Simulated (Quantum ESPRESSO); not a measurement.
**KI in Quantum ESPRESSO: convergence with SCF threshold**

Input of the first run (SCF threshold 0.001 Ry); the others differ in this setting and in those tied to it:

Contents of pw.in:

```
&CONTROL
  calculation = 'scf'
  prefix = 'pwscf'
  outdir = './tmp'
  pseudo_dir = './pseudo'
  tprnfor = .true.
  tstress = .true.
  disk_io = 'nowf'
/
&SYSTEM
  ibrav = 0
  nat = 2
  ntyp = 2
  ecutwfc = 90
  nbnd = 20
  occupations = 'smearing'
  smearing = 'fd'
  degauss = 0.00999582
/
&ELECTRONS
  conv_thr = 0.001
  electron_maxstep = 120
  mixing_beta = 0.5
/
ATOMIC_SPECIES
I    126.9045 I.upf
K     39.0983 K.upf
CELL_PARAMETERS angstrom
   0.0000000000    3.5327750000    3.5327750000
   3.5327750000    0.0000000000    3.5327750000
   3.5327750000    3.5327750000    0.0000000000
ATOMIC_POSITIONS crystal
I      0.5000000000    0.5000000000    0.5000000000
K      0.0000000000    0.0000000000    0.0000000000
K_POINTS automatic
7 7 7 0 0 0
```

Potentials or basis: PseudoDojo 0.4 SR PBEsol stringent.

Launch:

```console
$ OMP_NUM_THREADS=1 pw.x -in pw.in > pw.out
```

Hardware: 1 thread of Arm Neoverse V1, on a shared host.

```csv
SCF threshold,"energy less the tightest run, at zero smearing (meV/atom)",pressure (GPa),gap on the mesh (eV),SCF cycles,CPU time (s),peak memory (GiB)
0.001 Ry,0.26,-0.77,3.767,3,31,0.15
0.0001 Ry,0.02,-0.05,3.805,4,36,0.15
1e-05 Ry,0.02,-0.05,3.805,4,36,0.15
1e-06 Ry,0.00,-0.33,3.812,5,42,0.15
1e-07 Ry,0.00,-0.30,3.816,6,47,0.15
1e-08 Ry,0.00,-0.30,3.816,7,52,0.15
1e-10 Ry,0.00,-0.30,3.816,9,62,0.15
1e-12 Ry,0.00,-0.30,3.816,10,67,0.15
```

Against the tightest run, the energy stays within 1 meV/atom from 0.001 Ry on; the pressure stays within 0.1 GPa from 1e-06 Ry on; the gap on the mesh stays within 0.01 eV from 1e-06 Ry on. The tightest run that finished is the yardstick and may itself not be fully converged.

Caveat, for the tightest run too: spin-orbit coupling is left out, which moves the levels of the heavy elements; an odd mesh through Γ misses points on the zone boundary, where band edges often lie.
